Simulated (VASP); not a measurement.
# MgI2 (P-3m1) in VASP: further runs, part 2 of 2

VASP 6.6.1. The steps go on from the part before.

### Step 3. Single point, PBEsol

File INCAR:

```
SYSTEM = MgI2
PREC = Accurate
ENCUT = 550
EDIFF = 1E-6
ISMEAR = 0
SIGMA = 0.05
LREAL = Auto
LASPH = .TRUE.
NELM = 100
ALGO = Normal
ISIF = 2
LWAVE = .FALSE.
LCHARG = .FALSE.
GGA = PS
NBANDS = 15
ADDGRID = .FALSE.
```

File KPOINTS:

```
regular mesh
0
G
  9 9 5
  0 0 0
```

File POSCAR:

```
MgI2
1.0
    4.1400000000      0.0000000000      0.0000000000
   -2.0700000000      3.5853451717      0.0000000000
    0.0000000000      0.0000000000      6.8800000000
I Mg
2 1
Direct
    0.6666666667      0.3333333333      0.7500000000
    0.3333333333      0.6666666667      0.2500000000
    0.0000000000      0.0000000000      0.0000000000
```

Potentials or basis: VASP PAW PBE potentials, release 64 (I, Mg).

On the command line:

```
> cat potpaw_PBE.64/I/POTCAR potpaw_PBE.64/Mg/POTCAR > POTCAR
> mpirun -np 1 vasp_std > vasp.out
```

It took 42 s on 1 thread of Intel Xeon Platinum 8488C (Sapphire Rapids), shared host; peak memory 0.25 GiB.

These settings aren't checked as converged: the numbers below hold their error.

What came out:

```
Free energy            : -8.4060 eV
Pressure               : -0.8 GPa
Largest force          : 0.297 eV/Å
Band gap on the k mesh : 3.40 eV, indirect (least direct gap 3.51 eV)
```

Caveat: the PAW data sets were made with another functional, which shifts forces and pressure a little; spin-orbit coupling is left out, which moves the levels of the heavy elements; an odd mesh through Γ misses points on the zone boundary, where band edges often lie; the cell's inner coordinates are idealised or old, which leaves forces on the atoms; this functional lacks dispersion, which binds the layers, so the pressure and a relaxed spacing across them are unreliable.

### Step 4. Single point, PBEsol

Changes to INCAR since step 3:

```diff
@@ -3,6 +3,6 @@
 ENCUT = 550
-EDIFF = 1E-6
+EDIFF = 1E-4
 ISMEAR = 0
 SIGMA = 0.05
-LREAL = Auto
+LREAL = .FALSE.
 LASPH = .TRUE.
```

KPOINTS is that of step 3.

POSCAR is that of step 3.

On the command line:

```
> cat potpaw_PBE.64/I/POTCAR potpaw_PBE.64/Mg/POTCAR > POTCAR
> mpirun -np 1 vasp_std > vasp.out
```

It took 29 s on 1 thread of Intel Xeon Platinum 8488C (Sapphire Rapids), shared host; peak memory 0.26 GiB.

The run converged, but some of its settings lie outside the range that counts as converged, so its numbers aren't taken as properties of the crystal.

What came out:

```yaml
Free_energy: -8.4040 eV
Pressure: -0.8 GPa
Largest_force: 0.298 eV/Å
Band_gap_on_the_k_mesh: 3.40 eV, indirect (least direct gap 3.51 eV)
```

Caveat: the PAW data sets were made with another functional, which shifts forces and pressure a little; spin-orbit coupling is left out, which moves the levels of the heavy elements; an odd mesh through Γ misses points on the zone boundary, where band edges often lie; the cell's inner coordinates are idealised or old, which leaves forces on the atoms; this functional lacks dispersion, which binds the layers, so the pressure and a relaxed spacing across them are unreliable.

### Step 5. Single point, PBEsol

Changes to INCAR since step 4:

```diff
@@ -2,4 +2,4 @@
 PREC = Accurate
-ENCUT = 550
-EDIFF = 1E-4
+ENCUT = 900
+EDIFF = 1E-6
 ISMEAR = 0
```

File KPOINTS:

```
regular mesh
0
G
  7 7 4
  0 0 0
```

POSCAR is that of step 4.

On the command line:

```
> cat potpaw_PBE.64/I/POTCAR potpaw_PBE.64/Mg/POTCAR > POTCAR
> mpirun -np 1 vasp_std > vasp.out
```

Run time: 50 s. Hardware: 1 thread of Intel Xeon Platinum 8488C (Sapphire Rapids), shared host; peak memory 0.39 GiB.

The run converged, but some of its settings lie outside the range that counts as converged, so its numbers aren't taken as properties of the crystal.

Results:

* Free energy: -8.4039 eV
* Pressure: -0.8 GPa
* Largest force: 0.300 eV/Å
* Band gap on the k mesh: 3.43 eV, indirect (least direct gap 3.51 eV)

Caveat: the PAW data sets were made with another functional, which shifts forces and pressure a little; spin-orbit coupling is left out, which moves the levels of the heavy elements; an odd mesh through Γ misses points on the zone boundary, where band edges often lie; the cell's inner coordinates are idealised or old, which leaves forces on the atoms; this functional lacks dispersion, which binds the layers, so the pressure and a relaxed spacing across them are unreliable.

### Step 6. Single point, PBEsol

Changes to INCAR since step 5:

```diff
@@ -2,3 +2,3 @@
 PREC = Accurate
-ENCUT = 900
+ENCUT = 450
 EDIFF = 1E-6
```

File KPOINTS:

```
regular mesh
0
G
  11 11 6
  0 0 0
```

POSCAR is that of step 5.

Potentials or basis: VASP PAW PBE potentials, release 64 (I, Mg).

On the command line:

```
> cat potpaw_PBE.64/I/POTCAR potpaw_PBE.64/Mg/POTCAR > POTCAR
> mpirun -np 1 vasp_std > vasp.out
```

OUTCAR:

```text
SYSTEM = MgI2
   PREC = Accurate
   ENCUT = 450
   EDIFF = 1E-6
   ISMEAR = 0
   LREAL = .FALSE.
   LASPH = .TRUE.
   NELM = 100
   ISIF = 2
   GGA = PS

 Found     84 irreducible k-points:

 Following reciprocal coordinates:
            Coordinates               Weight
  0.000000  0.000000  0.000000      1.000000
  0.090909  0.000000  0.000000      6.000000
  0.181818 -0.000000  0.000000      6.000000
  0.272727 -0.000000  0.000000      6.000000
  0.363636 -0.000000  0.000000      6.000000
  0.454545 -0.000000  0.000000      6.000000
   k-points           NKPTS =     84   k-points in BZ     NKDIM =     84   number of bands    NBANDS=     15
   number of dos      NEDOS =    301   number of ions     NIONS =      3
   total plane-waves  NPLWV =  43200
   dimension x,y,z NGX =    30 NGY =   30 NGZ =   48
   dimension x,y,z NGXF=    60 NGYF=   60 NGZF=   96
   ions per type =               2   1
   NGX,Y,Z   is equivalent  to a cutoff of  12.05, 12.05, 11.60 a.u.
   NGXF,Y,Z  is equivalent  to a cutoff of  24.09, 24.09, 23.20 a.u.
 SYSTEM =  MgI2
   PREC   = accura    normal or accurate (medium, high low for compatibility)
   ISTART =      0    job   : 0-new  1-cont  2-samecut
   ICHARG =      2    charge: 1-file 2-atom 10-const
   ISPIN  =      1    spin polarized calculation?
   LNONCOLLINEAR =      F non collinear calculations
   LSORBIT =      F    spin-orbit coupling
   LASPH  =      T    aspherical Exc in radial PAW
[... 152 lines left out ...]
      2      -8.8913      2.00000
      3      -1.2580      2.00000
      4      -0.5002      2.00000
      5       0.2575      2.00000
      6       0.9696      2.00000
      7       1.3421      2.00000
      8       1.8582      2.00000
      9       5.8946      0.00000
     10       7.4436      0.00000
     11       7.5729      0.00000
     12       9.0787      0.00000
     13       9.9326      0.00000
     14      11.3673      0.00000
     15      12.0646      0.00000

 [... further k-points ...]

------------------------ aborting loop because EDIFF is reached ----------------------------------------

  FORCE on cell =-STRESS in cart. coord.  units (eV):
  Direction    XX          YY          ZZ          XY          YZ          ZX
  --------------------------------------------------------------------------------------
  -------------------------------------------------------------------------------------
  Total       -0.4468638     -0.4468638     -0.7291047      0.0000000      0.0000000     -0.0000000
  in kB       -7.0107741     -7.0107741    -11.4388070      0.0000000      0.0000000     -0.0000000
  external PRESSURE =      -8.4867851 kB  Pullay stress =       0.0000000 kB

 VOLUME and BASIS-vectors are now :
 -----------------------------------------------------------------------------
  energy-cutoff  :      450.00
  volume of cell :      102.12
      direct lattice vectors                 reciprocal lattice vectors
     4.140000000  0.000000000  0.000000000     0.241545894  0.139456587  0.000000000
    -2.070000000  3.585345172  0.000000000     0.000000000  0.278913174  0.000000000
     0.000000000  0.000000000  6.880000000     0.000000000  0.000000000  0.145348837

 POSITION                                       TOTAL-FORCE (eV/Angst)
 -----------------------------------------------------------------------------------
      2.07000      1.19512      5.16000         0.000000     -0.000000      0.299286
     -0.00000      2.39023      1.72000        -0.000000      0.000000     -0.299286
      0.00000      0.00000      0.00000         0.000000      0.000000      0.000000
 -----------------------------------------------------------------------------------
    total drift:                               -0.000000      0.000000     -0.000000

  FREE ENERGIE OF THE ION-ELECTRON SYSTEM (eV)
  ---------------------------------------------------
  free  energy   TOTEN  =        -8.4039780339 eV

  energy  without entropy=       -8.4039780339  energy(sigma->0) =       -8.40397803
```

stdout:

```text
POSCAR found type information on POSCAR I Mg
 POSCAR found :  2 types and       3 ions
 scaLAPACK will be used
 -----------------------------------------------------------------------------
|                                                                             |
|                                                                             |
|     You enforced a specific xc type in the INCAR file but a different       |
|     I HOPE YOU KNOW WHAT YOU ARE DOING!                                     |
|                                                                             |
 -----------------------------------------------------------------------------

 LDA part: xc-table for (Slater+PW92), standard interpolation
 POSCAR, INCAR and KPOINTS ok, starting setup
 FFT: planning ... GRIDC
 FFT: planning ... GRID_SOFT
 FFT: planning ... GRID
 WAVECAR not read
 entering main loop
```

Wall time 44 s (1 thread of Intel Xeon Platinum 8488C (Sapphire Rapids), shared host); peak memory 0.26 GiB.

The run converged, but some of its settings lie outside the range that counts as converged, so its numbers aren't taken as properties of the crystal.

Results:

| Property | Result |
| --- | --- |
| Free energy | -8.4040 eV |
| Pressure | -0.8 GPa |
| Largest force | 0.299 eV/Å |
| Band gap on the k mesh | 3.37 eV, indirect (least direct gap 3.51 eV) |

Caveat: the PAW data sets were made with another functional, which shifts forces and pressure a little; spin-orbit coupling is left out, which moves the levels of the heavy elements; an odd mesh through Γ misses points on the zone boundary, where band edges often lie; the cell's inner coordinates are idealised or old, which leaves forces on the atoms; this functional lacks dispersion, which binds the layers, so the pressure and a relaxed spacing across them are unreliable.

### Step 7. For comparison

An earlier run on the cell as given: functional PBEsol; potentials or basis VASP PAW PBE potentials, release 64 (I, Mg); cutoff 520 eV; k mesh 8 × 8 × 4; occupations fermi-dirac, width 0.05 eV; no spin polarisation.

* Pressure: -0.8 GPa
* Largest force: 0.300 eV/Å
* Band gap on the k mesh: 3.42 eV, indirect (least direct gap 3.51 eV)
